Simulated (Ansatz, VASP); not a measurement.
## PtSe2 in VASP and in Ansatz

```xyz
6
Lattice="3.7069 0.0000 0.0000 -1.8535 3.2103 0.0000 0.0000 0.0000 22.7988" Properties=species:S:1:pos:R:3 pbc="T T T"
Se    1.8535    1.0701    4.5000
Se    0.0000    2.1402    7.1494
Se    1.2356    3.2103   10.3094
Se   -0.6178    4.2804   12.9588
Pt    0.0000    0.0000    5.8247
Pt   -0.6178    2.1402   11.6341
```

Alike in both runs: task single point; functional PBE; dispersion D3(BJ); k mesh 9 × 9 × 1; occupations gaussian, width 0.05 eV; no spin polarisation.

|  | VASP | Ansatz |
| --- | --- | --- |
| version | VASP 6.6.1 | Ansatz 0.2.0 |
| potentials or method | VASP PAW PBE potentials, release 64 (Se, Pt) | scalar-relativistic, plane waves, PAW |
| plane-wave cutoff (eV) | 520 | 420 |
| valence electrons in the cell | 44 | 100 |

Ansatz gave:

```
gap on the k mesh at the Fermi level (eV) : 0.79
least direct gap on the mesh (eV)         : 1.07
rms of the force components (eV/Å)        : 0.030
```

Estimate VASP's values.

gap on the k mesh at the Fermi level (eV): 0.78; least direct gap on the mesh (eV): 1.06; rms of the force components (eV/Å): 0.030.

The functional is the same, so the differences come from potentials, cutoffs and numerics. The two sets of potentials don't hold the same shells in valence.

Caveats: spin-orbit coupling is left out, which moves the levels of the heavy elements.
